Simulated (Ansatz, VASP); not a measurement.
SnO in VASP and in Ansatz

```
Sn O
1.0
     3.86388    0.00000    0.00000
     0.00000    3.86388    0.00000
     0.00000    0.00000    4.95122
Sn O
2 2
Direct
  0.50000 0.00000 0.76463
  0.00000 0.50000 0.23537
  0.00000 0.00000 0.00000
  0.50000 0.50000 0.00000
```

Change from the starting cell: volume scaled by 1.04.

Alike in both runs: task single point; functional LDA; k mesh 7 × 7 × 6; occupations fermi-dirac, width 0.05 eV; no spin polarisation.

|  | VASP | Ansatz |
| --- | --- | --- |
| version | VASP 6.6.1 | Ansatz 0.2.0 |
| potentials or method | VASP PAW LDA potentials, release 64 (Sn_d, O), cutoff 520 eV | all-electron LAPW, scalar-relativistic |

Ansatz gave:

```
gap on the k mesh at the Fermi level (eV)       : 0.58
least direct gap on the mesh (eV)               : 2.01
pressure (GPa)                                  : -6.5
largest component of the traceless stress (GPa) : 0.86
rms of the force components (eV/Å)              : 0.299
```

Question: Which values does VASP return?

Answer: gap on the k mesh at the Fermi level (eV): 0.56; least direct gap on the mesh (eV): 1.97; pressure (GPa): -6.2; largest component of the traceless stress (GPa): 0.87; rms of the force components (eV/Å): 0.259.

Atom by atom the forces differ by 0.040 eV/Å (rms over components). Ansatz ran all-electron here, so the differences hold the error of VASP's frozen core and of both bases.

Caveats: spin-orbit coupling is left out, which moves the levels of the heavy elements; an odd mesh through Γ misses points on the zone boundary, where band edges often lie.
